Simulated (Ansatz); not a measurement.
Data:

LiI:
Space group Fm-3m (No. 225); a = b = c = 6.0196 Å, α = β = γ = 90.00°

| atom | site | symmetry | x | y | z |
|---|---|---|---|---|---|
| Li | 4a | m-3m | 0.0000 | 0.0000 | 0.0000 |
| I | 4b | m-3m | 0.5000 | 0.5000 | 0.5000 |
(The calculation used a cell of 2 atoms; values per cell refer to that cell.)

This is the PBE-relaxed structure.

All from plane-wave PAW PBE (Ansatz code), unless another level is named. Give the hole effective mass with spin–orbit coupling, band 1 of 2 at the edge.

1.0 along [100], 2.5 along [110], 3.9 along [111] (mₑ).

Next, the hole effective mass with spin–orbit coupling, band 2 of 2 at the edge?

0.45 along [100], 0.36 along [110], 0.34 along [111] (mₑ).

What about the electron effective mass with spin–orbit coupling?

0.29 mₑ (isotropic).

And the weight of the conduction-edge state by species (Voronoi cells)?

Li 60 %, I 40 %.

And the valence-band maximum?

on the K–Γ line, 76 % of the way from K.

The cell was relaxed with PBE under the symmetry of its start; phonons on a q-mesh show no instability. Scalar-relativistic: spin–orbit coupling is off unless named, which matters more the heavier the elements.

Potentials: the later of the program's two PAW sets.

Edges and masses are those of Kohn–Sham bands, whose gap is no quasiparticle gap.
